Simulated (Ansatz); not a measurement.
## Formation energy and levels of the self-interstitial Al_i (6-fold void) in AlN (P6_3mc)

Wanted: the transition levels of a self-interstitial in AlN (P6_3mc), from a cell of 72 host atoms with 1 Al put in.

Method: place-levels on r2SCAN runs: charge-transition levels and formation energies with image-charge correction and potential alignment at the atomic sites; PAW set soft_1, in Ansatz 0.2.0.

### Step 1. Set-up

The cell holds 73 atoms: 37 Al and 36 N. Its edges and angles: a = 9.320 Å, b = 9.320 Å, c = 9.956 Å, α = 90.0°, β = 90.0°, γ = 120.0°. It derives from AlN (space group P6_3mc). Nearest the centre at fractional (0.768, 0.717, 0.095): Al73 at 0.00 Å, N71 at 1.82 Å, Al65 at 1.82 Å, Al62 at 1.82 Å, N60 at 1.82 Å, Al70 at 1.82 Å, N68 at 1.82 Å, N39 at 2.78 Å.

Coordinates:

```xyz
73
Lattice="9.3196 0.0000 0.0000 -4.6598 8.0710 0.0000 0.0000 0.0000 9.9565" Properties=species:S:1:pos:R:3 pbc="T T T"
Al    1.5533    0.8968    2.4852
Al    0.0000    1.7936    4.9743
N     1.5533    0.8968    4.3848
N     0.0000    1.7936    1.8957
Al    1.5533    0.8968    7.4634
Al    0.0000    1.7936    9.9525
N     1.5533    0.8968    9.3631
N     0.0000    1.7936    6.8739
Al    0.0000    3.5871    2.4852
Al   -1.5533    4.4839    4.9743
N     0.0000    3.5871    4.3848
N    -1.5533    4.4839    1.8957
Al    0.0000    3.5871    7.4634
Al   -1.5533    4.4839    9.9525
N     0.0000    3.5871    9.3631
N    -1.5533    4.4839    6.8739
Al   -1.5533    6.2774    2.4852
Al   -3.1065    7.1742    4.9743
N    -1.5533    6.2774    4.3848
N    -3.1065    7.1742    1.8957
Al   -1.5533    6.2774    7.4634
Al   -3.1065    7.1742    9.9525
N    -1.5533    6.2774    9.3631
N    -3.1065    7.1742    6.8739
Al    4.6598    0.8968    2.4852
Al    3.1065    1.7936    4.9743
N     4.6598    0.8968    4.3848
N     3.1065    1.7936    1.8957
Al    4.6598    0.8968    7.4634
Al    3.1065    1.7936    9.9525
N     4.6598    0.8968    9.3631
N     3.1065    1.7936    6.8739
Al    3.1065    3.5871    2.4852
Al    1.5533    4.4839    4.9743
N     3.1065    3.5871    4.3848
N     1.5533    4.4839    1.8957
Al    3.1065    3.5871    7.4634
Al    1.5533    4.4839    9.9525
N     3.1065    3.5871    9.3631
N     1.5533    4.4839    6.8739
Al    1.5533    6.2774    2.4852
Al    0.0000    7.1742    4.9743
N     1.5533    6.2774    4.3848
N     0.0000    7.1742    1.8957
Al    1.5533    6.2774    7.4634
Al    0.0000    7.1742    9.9525
N     1.5533    6.2774    9.3631
N     0.0000    7.1742    6.8739
Al    7.7663    0.8968    2.4852
Al    6.2130    1.7936    4.9743
N     7.7663    0.8968    4.3848
N     6.2130    1.7936    1.8957
Al    7.7663    0.8968    7.4634
Al    6.2130    1.7936    9.9525
N     7.7663    0.8968    9.3631
N     6.2130    1.7936    6.8739
Al    6.2130    3.5871    2.4852
Al    4.6598    4.4839    4.9743
N     6.2130    3.5871    4.3848
N     4.6598    4.4839    1.8957
Al    6.2130    3.5871    7.4634
Al    4.6598    4.4839    9.9525
N     6.2130    3.5871    9.3631
N     4.6598    4.4839    6.8739
Al    4.6598    6.2774    2.4852
Al    3.1065    7.1742    4.9743
N     4.6598    6.2774    4.3848
N     3.1065    7.1742    1.8957
Al    4.6598    6.2774    7.4634
Al    3.1065    7.1742    9.9525
N     4.6598    6.2774    9.3631
N     3.1065    7.1742    6.8739
Al    3.8169    5.7908    0.9459
```

Known beforehand: the electronic dielectric constant, (4.49, 4.49, 4.72), and the static one, (8.15, 8.15, 9.65), computed on the host (DFPT, PBEsol, on the r2SCAN cell), and a cell off the functional's own equilibrium shifts the ionic part.

The cell's shortest repeat is 9.3 Å.

### Step 2. The runs of each charge state

A transition level is the Fermi level at which two charge states cost the same, so each charge needs its own total energy, at its own relaxed structure.

Each atom starts 0.05 Å or so off its site in a random direction: a symmetric start keeps its symmetry, and would miss off-centre moves and Jahn–Teller distortions. Forces are taken at one point at (¼, ¼, ¼). The cell holds 1 electron fewer than the neutral one, with a uniform background that keeps it neutral on the whole.

The sampling was tested on the host first: at the k-points planned (1x1x1 shifted 0.25 0.25 0.25) its energy lies -0.014 eV an atom from the dense-mesh value, under the bound of 0.02 eV set for this test; that bounds the host's error, not the defect's.

One of the inputs; charge, spin and start change from state to state.

qp1.relax/input.yaml reads:

```yaml
crystal:
  lattice:
    - [3.10652185, 3.0e-08, 0.0]
    - [-1.55326095, 2.69032682, 0.0]
    - [0.0, 0.0, 4.97823886]
  atoms:
    - { symbol: Al, position: [0.66666667, 0.33333333, 0.49920333] }
    - { symbol: Al, position: [0.33333333, 0.66666667, 0.99920333] }
    - { symbol: "N", position: [0.66666667, 0.33333333, 0.88079667] }
    - { symbol: "N", position: [0.33333333, 0.66666667, 0.38079667] }
  supercell: [3, 3, 2]
  defects:
    - { interstitial: { symbol: Al, position: [0.768304, 0.717485, 0.095] } }
total_charge: 1
basis:
  ecutwfc: 500
  xc_grid: 2
hamiltonian:
  xc: r2scan
  pseudopotentials: { kind: paw, azcp: { folder: soft_1 } }
kpoints:
  mp_grid: { grid: [1, 1, 1], shift: [0.25, 0.25, 0.25] }
scf:
  occupations: { method: fixed }
  max_iter: 80
output:
  forces: true
  charged_corrections: { epsilon: [4.49, 4.49, 4.72], static_epsilon: [8.15, 8.15, 9.65] }
relax:
  f_tol: 0.02
  max_steps: 80
  random_displacement: { amplitude: 0.05, seed: 9109 }
checkpoint:
  write: "../qp1.relax.run"
  compress: false
  write_wavefunctions: true
  write_every: 100000
```

The run is started by

```sh
> ansatz run input.yaml --threads 4 --pin off --max-ram 7536MiB --backend cpu --events-out ev --progress --plain --runs-dir out
```

The relaxed structure is kept and the sampling changed to a 2×2×2 shifted mesh.

The run of this state that the levels use, under r2SCAN:

qp1.point/input.yaml reads:

```yaml
crystal:
  checkpoint: "../qp1.relax.run"
  host: checkpoint
total_charge: 1
basis:
  ecutwfc: 500
  xc_grid: 2
hamiltonian:
  xc: r2scan
  pseudopotentials: { kind: paw, azcp: { folder: soft_1 } }
kpoints:
  mp_grid: { grid: [2, 2, 2], shift: [0.5, 0.5, 0.5] }
scf:
  occupations: { method: fermi_dirac, width: 0.01 }
  max_iter: 80
output:
  forces: true
  eigenvalues: true
  charged_corrections:
    epsilon: [4.49, 4.49, 4.72]
    static_epsilon: [8.15, 8.15, 9.65]
    defect_position: [0.768304, 0.717485, 0.095]
  eigenstates: { localisation: true }
  populations: true
  band_densities: [{ bands: [v1, v1] }, { bands: [c1, c1] }]
  write_density: true
  write_potential: true
  volumetric_format: npy
  elf: true
checkpoint:
  read: "../qp1.relax.run"
  write: "../qp1.point.run"
  compress: false
  write_wavefunctions: false
  write_every: 100000
```

Relaxations under r2SCAN at one point at (¼, ¼, ¼); times on 4 threads of Arm Neoverse N1, shared host:

```
charge  moment (μB)  occupations    outcome  steps  largest displacement against the far atoms (Å)     time
     0            1        fixed  converged     16                                            0.88   16 min
    +1            0        fixed  converged     16                                            0.82  5.8 min
    +2            1        fixed  converged     11                                            0.89  9.7 min
    +3            0        fixed  converged      9                                            0.82  3.4 min
```

Single points under r2SCAN at a 2×2×2 shifted mesh; times on 4 threads of Arm Neoverse N1, shared host:

```
charge  moment (μB)  occupations    outcome     time
     0            1  fermi-dirac  converged  6.7 min
    +1            0  fermi-dirac  converged  2.7 min
    +2            1  fermi-dirac  converged  6.6 min
    +3            0  fermi-dirac  converged  2.8 min
```

Distances (Å) from Al73 to the nearest atoms after relaxation with r2SCAN:

```
charge  moment (μB)      1.      2.      3.       4.       5.       6.
     0            1  N 1.85  N 2.04  N 2.05  Al 2.29  Al 2.36  Al 2.37
    +1            0  N 1.83  N 1.93  N 1.93  Al 2.35  Al 2.36  Al 2.36
    +2            1  N 1.84  N 1.84  N 1.84  Al 2.39  Al 2.40  Al 2.40
    +3            0  N 1.89  N 1.89  N 1.89   N 2.29   N 2.29   N 2.31
```

### Step 3. Levels against the band edges, r2SCAN

A charged cell interacts with its images and the background, and its potential has another zero than the host's. place-levels removes the first by a point-charge model, screened by the static dielectric constant since the ions have relaxed around the charge, and the second by comparing potentials at atoms far from the defect.

The host is a run of the defect-free crystal in the same cutoffs, grids and k-points, so that basis and sampling errors cancel in part in the differences. The host is run in a cell of 8 atoms on a matching mesh. Its band edges are searched through the zone by a band path, so the gap is smaller than, or equal to, that on the mesh. Chemical potentials are energies per atom of Al (fcc), run with the same functional and cutoff.

levels.point.yaml reads:

```yaml
host:
  run: host.point.run
states: [q0_M1.point.run, qp1.point.run, qp2_M1.point.run, qp3.point.run]
geometry_from:
  q0_M1.point.run: q0_M1.relax.run
  qp1.point.run: qp1.relax.run
  qp2_M1.point.run: qp2_M1.relax.run
  qp3.point.run: qp3.relax.run
  host.point.run: host.relax.run
chemical_potentials:
  Al:
    energy: -540.418346
    dataset: <sha256 of the dataset>
epsilon: [4.49, 4.49, 4.72]
static_epsilon: [8.15, 8.15, 9.65]
vertical:
  - { from: qp1.point.run, to: qp1.point_neutral.run }
  - { from: qp2_M1.point.run, to: qp2_M1.point_neutral.run }
  - { from: qp3.point.run, to: qp3.point_neutral.run }
```

The run is started by

```sh
> ansatz place-levels levels.point.yaml -- --threads 4 --pin off --max-ram 7536MiB
```

Numbers of over 12 decimals in the logs are rounded to 6 here.

What it wrote:

```text
[... repeated set-up lines and file paths are left out, and long positions are rounded to six places ...]
(+3/+2) 2.973 eV above the valence edge, 1.905 eV under the conduction edge
(+2/+1) 3.118 eV above the valence edge, 1.760 eV under the conduction edge
(+1/0) 4.449 eV above the valence edge, 0.429 eV under the conduction edge
formation energy of charge +3: -0.215 eV with the Fermi level at the valence edge
formation energy of charge +2: +2.758 eV with the Fermi level at the valence edge
formation energy of charge +1: +5.876 eV with the Fermi level at the valence edge
formation energy of charge 0: +10.324 eV with the Fermi level at the valence edge
vertical +1 to 0: no energy, since no alignment is typed
  the change from vertical[0].from (qp1.point.run) to vertical[0].to (qp1.point_neutral.run): by its potential at epsilon [4.49, 4.49, 4.72] it stands at 0.724 0.705 0.132, with an rms radius of about 3.3 Å (1.9 1.9 2.0 Å across the planes of the cell's [...]
vertical +2 to 0: no energy, since no alignment is typed
  the change from vertical[1].from (qp2_M1.point.run) to vertical[1].to (qp2_M1.point_neutral.run): by its potential at epsilon [4.49, 4.49, 4.72] it stands at 0.663 0.673 0.112, with an rms radius of about 3.5 Å (1.9 1.9 2.2 Å across the planes of the cell's [...]
vertical +3 to 0: no energy, since no alignment is typed
  the change from vertical[2].from (qp3.point.run) to vertical[2].to (qp3.point_neutral.run): by its potential at epsilon [4.49, 4.49, 4.72] it stands at 0.680 0.655 0.086, with an rms radius of about 4.3 Å (2.4 2.4 2.6 Å across the planes of the cell's [...]
  edges by r2scan, gap 4.878 eV; the host is sampled to repeats of 18.64 Å
  the defect's cells are sampled to repeats of 18.64 Å, like sampling
  charge +3: -33986.9001 eV with its correction of +2.826 eV, at epsilon [8.15, 8.15, 9.65], aligned at sites: +0.1538 eV, mean over 32 atomic sites at or beyond 4.66 Å from the defect at [0.7683, 0.7175, 0.0950], with +0.001210 for the charge's moments and [...]
  charge +2: -33977.0086 eV with its correction of +1.403 eV, at epsilon [8.15, 8.15, 9.65], aligned at sites: +0.1761 eV, mean over 32 atomic sites at or beyond 4.66 Å from the defect at [0.7683, 0.7175, 0.0950], with +0.000857 for the charge's moments and [...]
  charge +1: -33966.9726 eV with its correction of +0.468 eV, at epsilon [8.15, 8.15, 9.65], aligned at sites: +0.2048 eV, mean over 32 atomic sites at or beyond 4.66 Å from the defect at [0.7683, 0.7175, 0.0950], with +0.000490 for the charge's moments and [...]
  charge 0: +0.000 eV for its dipole among its images, +0.176 omitted
  of states[3] (qp3.point.run): it parts from the run at its places by a charge that spreads by about 2.4 Å along one vector (1.4 Å or more is wide), by its potential at epsilon [4.49, 4.49, 4.72], taken for that of held ions (one typed too small widens it), [...]
  of states[2] (qp2_M1.point.run): it parts from the run at its places by a charge that spreads by about 1.9 Å along one vector (1.4 Å or more is wide), by its potential at epsilon [4.49, 4.49, 4.72], taken for that of held ions (one typed too small widens [...]
  of states[1] (qp1.point.run): it parts from the run at its places by a charge that spreads by about 1.9 Å along one vector (1.4 Å or more is wide), by its potential at epsilon [4.49, 4.49, 4.72], taken for that of held ions (one typed too small widens it), [...]
  of states[0] (q0_M1.point.run): the far atoms show a dipole or second moment of the defect's charge, for which the correction takes or leaves out 0.176 eV: further moments aren't read, and the relaxed atoms' own pattern can pass for one, so compare a larger [...]
  of vertical[0].from (qp1.point.run): it parts from the run at its places by a charge that spreads by about 1.9 Å along one vector (1.4 Å or more is wide), by its potential at epsilon [4.49, 4.49, 4.72], taken for that of held ions (one typed too small [...]
  of vertical[0].to (qp1.point_neutral.run): stability_check_not_made
  of vertical[1].from (qp2_M1.point.run): its displacements don't fall off away from the defect: farther atoms stand 0.026 Å off the host's places. [...]
  vertical[1].to (qp2_M1.point_neutral.run): levels filled in part (TS 0.004 eV): its energy is of no whole electron's
  of vertical[1].to (qp2_M1.point_neutral.run): its displacements don't fall off away from the defect: farther atoms stand 0.026 Å off the host's places. [...]
  of vertical[2].from (qp3.point.run): its displacements don't fall off away from the defect: farther atoms stand 0.035 Å off the host's places. [...]
  vertical[2].to (qp3.point_neutral.run): levels filled in part (TS 0.007 eV): its energy is of no whole electron's
  of vertical[2].to (qp3.point_neutral.run): its displacements don't fall off away from the defect: farther atoms stand 0.035 Å off the host's places. [...]
```

Elapsed: 0.92 s, on 4 threads of Arm Neoverse N1, shared host.

(Part 1 of 2 ends here.)

[Logs are printed without paths, hosts, clocks, repeated set-up lines and the standing remarks that a program may print on its own settings, such as how far it seeks lower states.]

[Hosts, paths, dates, database ids (printed as entryN), source tags and the programs' standing remarks are cut or masked in the printed files.]

[Where a table of states has a column of steps, it counts the stored structures, which are thinned; the runs took as many ionic steps or more.]

[A defect's name tells the site on which it was built; relaxed atoms can leave that site.]

[For some hosts the program warned that the k-mesh of the response run may be too coarse for force constants and the static dielectric constant; such warnings are not shown here.]
